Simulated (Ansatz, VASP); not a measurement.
Two plane-wave programs on SiC

```xyz
4
Lattice="2.9097 0.0000 0.0000 -1.4548 2.5198 0.0000 0.0000 0.0000 5.7295" Properties=species:S:1:pos:R:3 pbc="T T T"
Si    0.0000    1.6799    0.0261
Si    1.4548    0.8399    2.8909
C     0.0000    1.6799    2.1797
C     1.4548    0.8399    5.0445
```

Alike in both runs: task single point; functional PBE; k mesh 12 × 12 × 6; occupations gaussian, width 0.05 eV; no spin polarisation.

```csv
,VASP,Ansatz
version,VASP 6.6.1,Ansatz 0.2.0
potentials or method,"VASP PAW PBE potentials, release 64 (Si, C)","scalar-relativistic, plane waves, PAW"
plane-wave cutoff (eV),520,420
valence electrons in the cell,16,16
```

VASP gave:

| Property | Result |
| --- | --- |
| gap on the k mesh at the Fermi level (eV) | 1.53 |
| least direct gap on the mesh (eV) | 1.57 |
| pressure (GPa) | 9.3 |
| largest component of the traceless stress (GPa) | 57.24 |
| rms of the force components (eV/Å) | 0.197 |

What did Ansatz give for the same quantities?

gap on the k mesh at the Fermi level (eV): 1.54; least direct gap on the mesh (eV): 1.58; pressure (GPa): 9.4; largest component of the traceless stress (GPa): 56.95; rms of the force components (eV/Å): 0.198.

Atom by atom the forces differ by 0.001 eV/Å (rms over components). The functional is the same, so the differences come from potentials, cutoffs and numerics.

A k mesh can miss the band edges.
